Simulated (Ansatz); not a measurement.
# C in Ansatz: the effect of functional

Crystal: C, a slab with vacuum.

```
C
1.0
     2.47000    0.00000    0.00000
    -1.23500    2.13908    0.00000
     0.00000    0.00000   25.21895
C
8
Cartesian
  0.0000 0.0000 7.5000
  1.2350 0.7130 7.5339
  0.0000 0.0000 10.8950
  0.0000 1.4261 10.9290
  0.0000 0.0000 14.2900
  1.2350 0.7130 14.3239
  0.0000 0.0000 17.6850
  0.0000 1.4261 17.7189
```

The slab is cut from a database's or a generator's crystal, which needn't be the stable form of the element.

The cell isn't the ideal one: the (0 0 1) slab of C, cut from the database cell, not relaxed.

Alike in all runs:

```yaml
Program: Ansatz 0.2.0
Task: projected density of states
Potentials_or_basis: Ansatz PAW
k_mesh: 12 × 12 × 1
Occupations: fermi-dirac, width 0.05 eV
Spin: no spin polarisation
```

Q: One run gave: largest force 0.64 eV/Å; work function 4.19 eV. Which functional did it use?
A. r2SCAN
B. PBE
C. PBEsol
D. revPBE
E. LDA

A: D.

```tsv
functional	cutoff	largest force (eV/Å)	work function (eV)
LDA	420 eV	0.62	4.60
PBE	420 eV	0.63	4.30
PBEsol	420 eV	0.60	4.38
RPBE	420 eV	0.65	4.18
revPBE	420 eV	0.64	4.19
BLYP	420 eV	0.67	3.98
r2SCAN	500 eV	0.62	4.35
```

Caveats: the density of states is complete only up to the lowest level of the last band computed; the PAW data sets come from PBE, with cores solved anew for the run's functional, which leaves a small shift of forces and pressure (some runs); the potentials were made for another functional, which shifts forces and pressure (some runs).

Not every run made on this cell is shown here.
